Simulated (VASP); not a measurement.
Set up this calculation in VASP 6.6.1, as the native input.

```yaml
Task: single point
Functional: PBE
Potentials_or_basis: VASP PAW PBE potentials, release 64 (As_GW)
Cutoff: 450 eV
k_mesh: 4 × 4 × 4
Occupations: gaussian, width 0.02 eV
Spin: no spin polarisation
Further_INCAR_settings: ALGO = Normal; EDIFF = 1e-07; NBANDS = 8
```

The structure of As lies in POSCAR:

```
As
1.0
    2.7036817444      0.0000000000      0.0000000000
    0.0000000000      2.7036817444      0.0000000000
    0.0000000000      0.0000000000      2.7036817444
As
1
Direct
    0.5000000000      0.5000000000      0.5000000000
```

This isn't the form of As at room conditions, which is rhombohedral.

The input as run:

INCAR

```
  PREC = Accurate
  ENCUT = 450
  EDIFF = 1E-7
  ISMEAR = 0
  SIGMA = 0.02
  LREAL = F
  LASPH = T
  NELM = 100
  ALGO = Normal
  ISIF = 2
  LWAVE = F
  LCHARG = F
  GGA = PE
  NBANDS = 8
```

KPOINTS

```
regular mesh
0
Gamma
  4 4 4
```

Potentials or basis: VASP PAW PBE potentials, release 64 (As_GW).

Run with:

```sh
$ cat potpaw_PBE.64/As_GW/POTCAR > POTCAR
$ mpirun -np 1 vasp_std > vasp.out
```

Results of the run:

The pressure is 0.9 GPa and the band gap on the k mesh is none (metal or under the smearing width).

Caveat: the k mesh is coarse (spacing up to 0.58 Å⁻¹), so the values aren't converged.

Run time: 1.6 s on 1 thread of Intel(R) Xeon(R) Platinum 8488C (Sapphire Rapids), on a shared host, peak memory 0.12 GiB.
